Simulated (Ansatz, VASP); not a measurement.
## Au in VASP and in Ansatz

File INCAR:

```
SYSTEM = Au
PREC = Accurate
ENCUT = 600
EDIFF = 1E-6
ISMEAR = 0
SIGMA = 0.1
LREAL = .False.
LASPH = .True.
NELM = 100
ALGO = Normal
ISIF = 3
LWAVE = .False.
LCHARG = .False.
GGA = PS
IBRION = 2
NSW = 100
EDIFFG = -0.005
```

The input KPOINTS:

```
Automatic mesh
0
Gamma
  18 18 18
  0 0 0
```

The input POSCAR:

```
Au
1.0
   -1.6205996783      1.6205996783      1.6205996783
    1.6205996783     -1.6205996783      1.6205996783
    1.6205996783      1.6205996783     -1.6205996783
Au
1
Direct
    0.0000000000      0.0000000000      0.0000000000
```

Input for Ansatz:

```yaml
crystal:
  lattice:
    - [-1.6205996784, 1.6205996784, 1.6205996784]
    - [1.6205996784, -1.6205996784, 1.6205996784]
    - [1.6205996784, 1.6205996784, -1.6205996784]
  atoms:
    - { symbol: Au, position: [0.0, 0.0, 0.0] }
basis:
  ecutwfc: 420
kpoints:
  mp_grid: { grid: [18, 18, 18] }
hamiltonian:
  xc: pbesol
scf:
  occupations: { method: gaussian, width: 0.1 }
output:
  forces: true
  stress: true
  eigenvalues: true
relax:
  adjacent_minimum: "off"
  f_tol: 0.005
  max_steps: 80
  cell: { stress_tol: 0.05 }
```

This isn't the form of Au at room conditions, which is fcc.

Alike in both runs: task relaxation of cell and atoms; functional PBEsol; k mesh 18 × 18 × 18; occupations gaussian, width 0.1 eV; no spin polarisation.

|  | VASP | Ansatz |
| --- | --- | --- |
| version | VASP 6.6.1 | Ansatz 0.2.0 |
| potentials or method | VASP PAW PBE potentials, release 64 (Au) | scalar-relativistic, plane waves, PAW |
| plane-wave cutoff (eV) | 600 | 420 |
| valence electrons in the cell | 11 | 19 |

Ansatz gave:

| Item | Value |
| --- | --- |
| gap on the k mesh at the Fermi level, each at its own relaxed structure (eV) | none |
| relaxed volume (Å³/atom) | 17.04 |
| relaxed cell length with the largest relative difference (Å) | 2.808 |

Task: What did VASP give for the same quantities?

Result: gap on the k mesh at the Fermi level, each at its own relaxed structure (eV): none; relaxed volume (Å³/atom): 17.02; relaxed cell length with the largest relative difference (Å): 2.807.

A gap of «none» marks a metal or a gap that the smearing closes. The two sets of potentials don't hold the same shells in valence.

Caveats: the PAW data sets were made with another functional, which shifts forces and pressure a little (VASP). The runs have no spin-orbit coupling, so splittings on Au are missing.
